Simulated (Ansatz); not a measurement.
# CdTe4: one candidate of a structure search, part 2 of 2

Aim: relax a trial structure of CdTe4 and see where it ends.

Ansatz 0.2.0; DFT PBE, scalar-relativistic, plane waves, PAW.

## (4) Relaxation on the finer mesh

The end of the coarse run is made exact in the group found at a tolerance of 0.06 Å and reduced to its primitive cell.

The input, input.yaml:

```yaml
crystal:
  lattice:
    - [5.5368876017, 0.0, 0.0]
    - [0.0, 5.5368876017, 0.0]
    - [0.0, 0.0, 5.5368876017]
  atoms:
    - { symbol: Cd, position: [0.0, 0.0, 0.0] }
    - { symbol: Te, position: [0.2982540744, 0.2982540744, 0.2982540744] }
    - { symbol: Te, position: [0.7017459256, 0.7017459256, 0.2982540744] }
    - { symbol: Te, position: [0.2982540744, 0.7017459256, 0.7017459256] }
    - { symbol: Te, position: [0.7017459256, 0.2982540744, 0.7017459256] }
basis:
  ecutwfc: 420
kpoints:
  mp_grid: { grid: [8, 8, 8] }
hamiltonian:
  xc: pbe
scf:
  occupations: { method: gaussian, width: 0.1 }
output:
  forces: true
  stress: true
  eigenvalues: true
  write_density: true
  write_potential: true
  elf: true
  volumetric_format: npy
relax:
  adjacent_minimum: "off"
  f_tol: 0.01
  max_steps: 80
  cell: { stress_tol: 0.05 }
```

On the command line:

```console
ansatz run input.yaml --threads 1 --pin off --max-ram 2048MiB --backend cpu --events-out ev --progress --plain --runs-dir out
```

The program printed (excerpt; [...] marks lines left out):

```text
Warning: RAYON_NUM_THREADS=1 ignored (pool sized by the plan → 1); use --threads N
[...]
Pseudopotentials: kind: paw
Pseudopotential: Cd, paw, valence charge 20, recommended cutoff 420 eV (normal), Cd.paw.azcp
Pseudopotential: Te, paw, valence charge 16, recommended cutoff 420 eV (normal), Te.paw.azcp
Functional definition: PBE
[...]
Crystal: 5 atoms, lattice volume = 169.745 Å³
Basis set: ecut = 420 eV, 3287 PW (Γ), exchange–correlation on 80×80×80 points (8 copies of the dense FFT grid, shifted against one another)
Bands: 51, of which v1, the nominal top of the filled ones, is band 42 counted from 1 (41 counted from 0)
Symmetry: 24 space group operations
Space group: P-43m (ITA 215), of the structure as read, at distance tolerance 5.5e-5 Å
k-points: 35 of 512 (time reversal used)
[...]
       -0.000000      -0.000000       0.005362
  P = ⅓ Tr σ = 0.0054 GPa (0.054 kbar)
--- Band table (eV; the first three rows and the last of 35) ---
[...]
--- Relaxed structure (3 steps of the walk, 3 accepted, 1 SCFs on fresh bases) ---
  F+E_penalty+E_count = -36172.43398066 eV   max|allowed force component| = 3.305e-3 eV/Å   (the final SCF, on the basis selected at the relaxed cell)
  cell:  # Å, volume = 167.9324 Å³
    - [5.517108119483139, 4.81482486096809e-35, 3.59506922952284e-33]
    - [1.5888922041194696e-33, 5.517108119483139, 4.49383653690355e-34]
    - [2.8246972517679458e-33, 4.49383653690355e-34, 5.517108119483139]
  atoms:
    - { symbol: Cd, position: [2.3497724725043164e-20, 2.3497724725044975e-20, 1.5665149816696492e-20] }
    - { symbol: Te, position: [0.2978126021633991, 0.2978126021633991, 0.2978126021633991] }
    - { symbol: Te, position: [0.702187397836601, 0.702187397836601, 0.2978126021633991] }
    - { symbol: Te, position: [0.2978126021633991, 0.702187397836601, 0.702187397836601] }
    - { symbol: Te, position: [0.702187397836601, 0.2978126021633991, 0.702187397836601] }
```

Wall time 78 s (1 thread of Intel Xeon Platinum 8488C (Sapphire Rapids), shared host); peak memory 0.58 GiB.

The steps of the relaxation:

| step | energy from step 1 (eV/cell) | largest force component (eV/Å) | pressure (GPa) | volume (Å³) |
| --- | --- | --- | --- | --- |
| 1 | 0.0000 | 0.0077 | -0.33 | 169.75 |
| 2 | -0.0023 | 0.0126 | 0.06 | 167.73 |
| 3 | -0.0024 | 0.0033 | 0.00 | 167.93 |
| 4 | -0.0020 | 0.0033 | 0.01 | 167.93 |

Step 1 is the start. Step 4 repeats the geometry before it on a plane-wave basis chosen anew for that cell, so its energy need not be comparable with the rows above.

|  | before | after | change |
| --- | --- | --- | --- |
| a (Å) | 5.537 | 5.517 | -0.4 % |
| b (Å) | 5.537 | 5.517 | -0.4 % |
| c (Å) | 5.537 | 5.517 | -0.4 % |
| volume (Å³/atom) | 33.95 | 33.59 | -1.1 % |
| shortest distance (Å) | 2.860 | 2.846 | -0.5 % |
| space group (0.01 Å) | P-43m | P-43m | same |

The run keeps the 24 symmetry operations of the start, so it could not have lowered the symmetry.

Density in a lattice plane of the grid's cell (edges 5.52 and 5.52 Å, at 0.298 of the third edge), which holds Te.

Values in e/Å³, 12 rows by 12 columns:
```
 0.07  0.05  0.04  0.04  0.04  0.06  0.11  0.21  0.33  0.32  0.22  0.12
 0.08  0.04  0.03  0.03  0.04  0.08  0.23  0.63  1.75  1.57  0.55  0.22
 0.09  0.04  0.03  0.03  0.04  0.11  0.38  2.27 10.93  9.87  1.57  0.32
 0.09  0.04  0.04  0.04  0.06  0.13  0.40  2.54 12.09 10.93  1.75  0.33
 0.08  0.06  0.08  0.11  0.13  0.16  0.29  0.77  2.54  2.27  0.63  0.21
 0.07  0.11  0.23  0.38  0.40  0.29  0.24  0.29  0.40  0.38  0.23  0.11
 0.08  0.21  0.63  2.27  2.54  0.77  0.29  0.16  0.13  0.11  0.08  0.06
 0.09  0.33  1.75 10.93 12.09  2.54  0.40  0.13  0.06  0.04  0.04  0.04
 0.09  0.32  1.57  9.87 10.93  2.27  0.38  0.11  0.04  0.03  0.03  0.04
 0.08  0.22  0.55  1.57  1.75  0.63  0.23  0.08  0.04  0.03  0.03  0.04
 0.07  0.12  0.22  0.32  0.33  0.21  0.11  0.06  0.04  0.04  0.04  0.05
 0.07  0.07  0.08  0.09  0.09  0.08  0.07  0.08  0.09  0.09  0.08  0.07
```
Columns run along the first of these edges and rows up along the second, over one cell in 12 and 12 even steps from the bottom left corner. Atoms in the plane (fractional): Te at (0.30, 0.30), Te at (0.70, 0.70).

ELF in the same plane.

Ten even steps from ' ' (0.00) to '@' (0.65):
```
::::....::::::::::....::--++##%%@@@@%%%%##++--::
::::........      ..::==##@@@@@@%%%%%%%%%%%%**==
--::..            ..--##@@@@%%##########%%@@%%++
==::..          ..::++%%@@%%##++--::--++##%%@@##
++::..          ..::++%%@@##++::      ::**%%@@%%
++::..          ..::++%%%%##==..  ..  ::++%%@@%%
++::..  ..........::==##%%##++::      --**%%@@%%
--....::--======----==**%%####++----==**%%@@@@##
::..::++##%%%%%%##**++++##%%##########%%@@@@%%++
..::++%%@@@@@@%%%%%%##******##%%%%%%@@@@@@%%++::
::++%%@@@@%%##########%%##++++**##%%%%%%##++::..
--##@@@@%%**==----++####%%**==----======--::....
++%%@@%%**--      ::++##%%##==::..........  ..::
++%%@@%%++::  ..  ..==##%%%%++::..          ..::
++%%@@%%**::      ::++##@@%%++::..          ..::
==##@@%%##++--::--++##%%@@%%++::..          ..::
--++%%@@%%##########%%@@@@##--..            ..::
::==**%%%%%%%%%%%%@@@@@@##==::..      ........::
::::--++##%%%%@@@@%%##++--::....::::::::::....::
::::::--====++++++==--::..::--==++++++====--::::
```
Columns run along the first of these edges and rows up along the second, over one cell in 24 and 20 even steps from the bottom left corner. Atoms in the plane (fractional): Te at (0.30, 0.30), Te at (0.70, 0.70).

Both are smooth fields of the valence electrons: close to the nuclei they are not physical.

The highest ELF values outside the cores: 0.68 beside Te, off the lines to its neighbours, 1.3 Å from Te.

## (5) Changed: ecutwfc 400 eV, lower_state_search off, scf.algorithm density_mixing

The input, input.yaml:

```yaml
crystal:
  lattice:
    - [5.5171081195, 0.0, 0.0]
    - [0.0, 5.5171081195, 0.0]
    - [0.0, 0.0, 5.5171081195]
  atoms:
    - { symbol: Cd, position: [0.0, 0.0, 0.0] }
    - { symbol: Te, position: [0.2978126022, 0.2978126022, 0.2978126022] }
    - { symbol: Te, position: [0.7021873978, 0.7021873978, 0.2978126022] }
    - { symbol: Te, position: [0.2978126022, 0.7021873978, 0.7021873978] }
    - { symbol: Te, position: [0.7021873978, 0.2978126022, 0.7021873978] }
basis:
  ecutwfc: "400 eV"
kpoints:
  mp_grid: { grid: [8, 8, 8] }
hamiltonian:
  xc: pbe
scf:
  occupations: { method: gaussian, width: 0.1 }
  lower_state_search: "off"
  algorithm: density_mixing
output:
  forces: true
  eigenvalues: true
  stress: true
```

On the command line:

```console
ansatz run input.yaml --threads 1 --pin off --max-ram 2048MiB --backend cpu --events-out ev --progress --plain --runs-dir out
```

The program printed (excerpt; [...] marks lines left out):

```text
Warning: basis.ecutwfc = 400 eV is below the records' recommended 420 eV, and the density's cutoff is lower with it unless basis.ecutrho_ratio is high enough to keep the records' density cutoff: compare with a run at a higher cutoff
Warning: RAYON_NUM_THREADS=1 ignored (pool sized by the plan → 1); use --threads N
[...]
[... 4 set-up lines as earlier in the session ...]
[...]
Crystal: 5 atoms, lattice volume = 167.932 Å³
Basis set: ecut = 400 eV, 2969 PW (Γ), exchange–correlation on 72×72×72 points (8 copies of the dense FFT grid, shifted against one another)
Bands: 51, of which v1, the nominal top of the filled ones, is band 42 counted from 1 (41 counted from 0)
[... 2 set-up lines as earlier in the session ...]
k-points: 35 of 512 (time reversal used)
[...]
SCF iter   1: F=—  HF=-36172.434905 eV  |F-HF|=—  |Δ(HF+E_count)|=         —  Δρ=2.84e-3  dr2=2.55e-2  ethr=1.77e-3  ⟨swp⟩=7.5  Hψ=6963  notcnv=0  defer=29
[...]
SCF iter   7: F=-36172.431993 eV  HF=-36172.431993 eV  |F-HF|=1.75e-9  |Δ(HF+E_count)|=   1.25e-7  Δρ=4.80e-6  dr2=4.73e-8  ethr=1.19e-10  ⟨swp⟩=11.6  Hψ=8327  notcnv=0
[...]
SCF converged after 7 iterations
Free energy (F): -36172.431993 eV
[...]
E sigma→0 (E₀):  -36172.420620 eV
Entropy (-TS):   -0.022745 eV (-4.549 meV/atom)
Fermi energy:    8.304749 eV
[...]
--- Forces (eV/Å), atoms counted from 1 ---
  atom   1  Cd    -0.00000000     0.00000000    -0.00000000
  atom   2  Te    -0.00325362    -0.00325362    -0.00325362
  atom   3  Te     0.00325362     0.00325362    -0.00325362
  atom   4  Te    -0.00325362     0.00325362     0.00325362
  atom   5  Te     0.00325362    -0.00325362     0.00325362
[...]
--- Stress (GPa, compression-positive) ---
        0.006238       0.000000      -0.000000
        0.000000       0.006238      -0.000000
       -0.000000       0.000000       0.006238
  P = ⅓ Tr σ = 0.0062 GPa (0.062 kbar)
--- Band table (eV; the first three rows and the last of 35) ---
[...]
```

It took 14 s on 1 thread of Intel Xeon Platinum 8488C (Sapphire Rapids), shared host; peak memory 0.53 GiB.

```
    run     ending  energy change  pressure (GPa)  gap (eV)  force (eV/Å)  cycles  time
 step 4  converged              0             0.0      0.00          0.01       -  78 s
variant  converged  +0.4 meV/atom             0.0      0.00          0.01       7  14 s
```

Changing the cutoff, search for lower states and solver leaves the energy as it was (+0.4 meV/atom).

## (6) Results

What follows sums up all 2 parts. Changes of volume or cell count from the first structure of part 1.

| quantity | value |
| --- | --- |
| symmetry at the end (tolerance 0.05 Å) | space group P-43m (No. 215) |
| conventional cell | a = 5.517 Å, b = 5.517 Å, c = 5.517 Å, α = 90.00°, β = 90.00°, γ = 90.00° |
| volume | 33.59 Å³/atom |
| energy over the elements | +0.37 eV/atom |
| gap on the mesh | none (metal) |

The space group P-43m (No. 215) is kept, and the volume per atom shrinks by 5.2 % from the first guess. The formation energy is positive, so the separate elements lie lower. No finished test with a distortion of lower symmetry is shown, so the end may be a saddle point. Spin-orbit coupling is left out for Te.
